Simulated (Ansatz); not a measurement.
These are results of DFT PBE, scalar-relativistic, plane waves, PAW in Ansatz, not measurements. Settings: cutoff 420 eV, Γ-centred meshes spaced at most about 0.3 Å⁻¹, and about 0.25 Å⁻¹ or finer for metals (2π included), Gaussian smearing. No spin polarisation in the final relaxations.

Temperature and zero-point effects are left out.

Two relaxed structures of Ca:

A.

```
CELL_PARAMETERS angstrom
3.89663 0.00000 0.00000
-1.94832 3.37458 0.00000
0.00000 0.00000 6.44902
ATOMIC_POSITIONS crystal
Ca 0.33333 0.66667 0.75000
Ca 0.66667 0.33333 0.25000
```

B.

```
CELL_PARAMETERS angstrom
3.75574 0.00000 0.00000
-1.87787 3.25256 0.00000
0.00000 0.00000 3.50164
ATOMIC_POSITIONS crystal
Ca 0.00000 0.00000 0.50000
```

Question: Which would you expect to be lower, and how large is the difference?

Answer: A is lower, by 227 meV/atom. A has the hcp type, space group P6_3/mmc (No. 194), 42.4 Å³/atom and no gap on its mesh; B has the simple hexagonal type, space group P6/mmm (No. 191), 42.8 Å³/atom and no gap. Counting all near atoms (those within 1.25 times the shortest distance at each site), A has Ca 12 and B has Ca 8. Both come from invented guesses. The part of the Crystallography Open Database at hand lists Ca in space groups No. 194, 221, 225, 229; sharing a group (P6_3/mmc) doesn't make a cell the listed structure.

Cells relaxed within their symmetry can be saddle points. The P6_3/mmc cell of Ca came from shaking the P6/mmm one.
